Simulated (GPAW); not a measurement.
Crystal: C.

```
C
1.0
     2.52210    0.00000    0.00000
    -1.26105    2.18420    0.00000
     0.00000    0.00000    8.23710
C
8
Cartesian
  1.2611 0.7281 6.9501
  0.0000 1.4561 2.8315
  1.2611 0.7281 5.4056
  0.0000 1.4561 1.2870
  0.0000 0.0000 7.4649
  0.0000 0.0000 3.3463
  0.0000 0.0000 4.8908
  0.0000 0.0000 0.7722
```

This is a hexagonal form of diamond, not graphite.

```yaml
Program: GPAW 26.7.0
Task: relaxation of cell and atoms
Functional: BP86
Potentials_or_basis: PAW data sets generated in the run's folder for this functional
Cutoff: 800 eV
Basis: pw
k_mesh: 7 × 7 × 2
Occupations: fermi-dirac, width 0.05 eV
Spin: no spin polarisation
```

At the start: pressure 4.8 GPa; volume 5.67 Å³/atom.

Q: Where does the relaxation end?

A: Over 7 steps the energy falls by 3.7 meV/atom and the volume is 5.74 Å³/atom (+1.1 %); space group P6_3/mmc (No. 194, to 0.05 Å).

The path:
```tsv
step	energy change (eV)	largest force (eV/Å)	pressure (GPa)	volume (Å³)
1	0.0000	0.3321	4.83	45.38
2	-0.0108	0.0915	4.38	45.42
3	-0.0157	0.0610	3.71	45.49
4	-0.0201	0.1263	2.76	45.59
5	-0.0266	0.1402	0.88	45.78
6	-0.0291	0.0706	-0.09	45.88
7	-0.0295	0.0132	-0.23	45.90
```

Final structure:
```xyz
8
Lattice="2.5236 0.0000 0.0000 -1.2618 2.1855 0.0000 0.0000 0.0000 8.3219" Properties=species:S:1:pos:R:3 pbc="T T T"
C     1.2618    0.7285    7.0281
C     0.0000    1.4570    2.8672
C     1.2618    0.7285    5.4547
C     0.0000    1.4570    1.2938
C     0.0000    0.0000    7.5484
C     0.0000    0.0000    3.3875
C     0.0000    0.0000    4.9344
C     0.0000    0.0000    0.7734
```

Caveat: the k mesh is coarse; later steps reuse the first step's grids.
